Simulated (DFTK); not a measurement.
W:

```xyz
1
Lattice="-1.5823 1.5823 1.5823 1.5823 -1.5823 1.5823 1.5823 1.5823 -1.5823" Properties=species:S:1:pos:R:3 pbc="T T T"
W     0.0000    0.0000    0.0000
```

```yaml
Program: DFTK 0.8.2
Task: relaxation of cell and atoms
Functional: PBE
Potentials_or_basis: dojo.nc.sr.pbe.v0_4_1.standard.upf (PBE)
Cutoff: 1170 eV
k_mesh: 8 × 8 × 8
Occupations: fermi-dirac, width 0.05 eV
Spin: no spin polarisation
```

At the start: pressure 6.2 GPa; volume 15.85 Å³/atom.

Problem. Where does the relaxation end?

Solution. Over 3 steps the energy falls by 5.9 meV/atom and the volume is 16.16 Å³/atom (+2.0 %); space group Im-3m (No. 229, to 0.05 Å).

The path:
```tsv
step	energy change (eV)	largest force (eV/Å)	pressure (GPa)	volume (Å³)
1	0.0000	0.0000	6.18	15.85
2	-0.0054	0.0000	-1.69	16.25
3	-0.0059	0.0000	-0.05	16.16
```

Final structure:
```
W
1.0
    -1.59265    1.59265    1.59265
     1.59265   -1.59265    1.59265
     1.59265    1.59265   -1.59265
W
1
Cartesian
  0.0000 0.0000 0.0000
```
